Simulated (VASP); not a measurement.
The system is BaTiO3.

```xyz
5
Lattice="3.9998 0.0000 0.0000 0.0000 3.9998 0.0000 0.0000 0.0000 4.0180" Properties=species:S:1:pos:R:3 pbc="T T T"
Ba    0.0000    0.0000    0.0000
Ti    1.9999    1.9999    1.9688
O     1.9999    1.9999    0.0763
O     1.9999    0.0000    2.0773
O     0.0000    1.9999    2.0773
```

```yaml
Program: VASP 6.6.1
Task: relaxation of cell and atoms
Functional: PBE
Potentials_or_basis: VASP PAW PBE potentials, release 64 (Ba_sv, Ti_sv, O)
Cutoff: 600 eV
k_mesh: 8 × 8 × 8
Occupations: gaussian, width 0.03 eV
Spin: no spin polarisation
```

At the start: pressure 4.1 GPa; volume 12.86 Å³/atom.

Question: How do energy, volume and symmetry change on relaxing?

Answer: Over 20 steps the energy falls by 11.3 meV/atom and the volume is 13.49 Å³/atom (+5.0 %); space group P4mm (No. 99, to 0.05 Å).

Step by step:
| step | energy change (eV) | largest force (eV/Å) | pressure (GPa) | volume (Å³) |
| --- | --- | --- | --- | --- |
| 1 | 0.0000 | 0.2772 | 4.06 | 64.28 |
| 2 | -0.0132 | 0.4553 | -3.17 | 67.36 |
| 3 | -0.0242 | 0.3758 | -0.43 | 66.09 |
| 4 | -0.0337 | 0.2276 | -0.16 | 66.19 |
| 5 | -0.0399 | 0.1473 | 0.49 | 66.37 |
| 6 | -0.0452 | 0.1456 | 0.15 | 66.73 |
| 7 | -0.0481 | 0.1981 | -0.48 | 67.67 |
| 8 | -0.0487 | 0.1743 | -0.37 | 67.41 |
| 9 | -0.0528 | 0.1364 | -0.09 | 67.19 |
| 10 | -0.0531 | 0.1214 | 0.01 | 67.11 |
| 11 | -0.0549 | 0.0851 | 0.37 | 67.02 |
| 12 | -0.0552 | 0.0657 | 0.56 | 66.97 |
| 13 | -0.0558 | 0.0749 | -0.31 | 67.38 |
| 14 | -0.0560 | 0.0514 | -0.05 | 67.26 |
| 15 | -0.0562 | 0.0327 | -0.02 | 67.27 |
| 16 | -0.0563 | 0.0356 | 0.01 | 67.29 |
| 17 | -0.0564 | 0.0143 | 0.07 | 67.31 |
| 18 | -0.0564 | 0.0345 | 0.15 | 67.34 |
| 19 | -0.0565 | 0.0278 | 0.13 | 67.37 |
| 20 | -0.0565 | 0.0094 | -0.03 | 67.46 |

Final structure:
```
Ba Ti O
1.0
     3.99624    0.00000    0.00000
     0.00000    3.99624    0.00000
     0.00000    0.00000    4.22448
Ba Ti O
1 1 3
Direct
  0.00000 0.00000 0.99076
  0.50000 0.50000 0.47155
  0.50000 0.50000 0.04188
  0.50000 0.00000 0.51940
  0.00000 0.50000 0.51940
```
